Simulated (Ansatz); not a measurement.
Crystal: CuO.

```
Cu O
1.0
     2.34465   -1.71340    0.00000
     2.34465    1.71340    0.00000
    -0.86055    0.00000    5.05944
Cu O
2 2
Direct
  0.00320 0.49680 0.00000
  0.49680 0.00320 0.50000
  0.57140 0.40560 0.25370
  0.40560 0.57140 0.75370
```

Base run:

```yaml
Program: Ansatz 0.2.0
Functional: BLYP
Potentials_or_basis: Ansatz PAW
Cutoff: "420 eV (not typed: the program's choice for these potentials)"
k_mesh: 10 × 10 × 5
Occupations: fermi-dirac, width 0.05 eV
Spin: no spin polarisation
```

Its results: band gap on the k mesh none (metal or under the smearing width); pressure 12.4 GPa; largest force 0.779 eV/Å.

Problem. After a change of settings the same cell gave: band gap on the k mesh none (metal or under the smearing width); pressure -9.6 GPa; largest force 0.790 eV/Å. Which change was it?
A. functional from BLYP to r2SCAN; cutoff from 420 eV (not typed: the program's choice for these potentials) to 500 eV (not typed: the program's choice for these potentials); hubbard terms from none to Cu d U = 4.5 eV; hubbard projectors from none to ortho-atomic (the default)
B. functional from BLYP to PBEsol; hubbard terms from none to Cu d U = 4.5 eV; hubbard projectors from none to ortho-atomic (the default)
C. functional from BLYP to PBEsol
D. functional from BLYP to LDA

Solution. D.

LDA binds more tightly than BLYP, so the same cell stands under less pressure.

Caveats: the run has no spin polarisation, though such a crystal can be magnetic; semilocal functionals often make such compounds metallic where correlation or magnetic order opens a gap, which also shifts bond lengths; the PAW data sets come from PBE, with cores solved anew for the run's functional, which leaves a small shift of forces and pressure.

Runs at the PBE level aren't shown here.
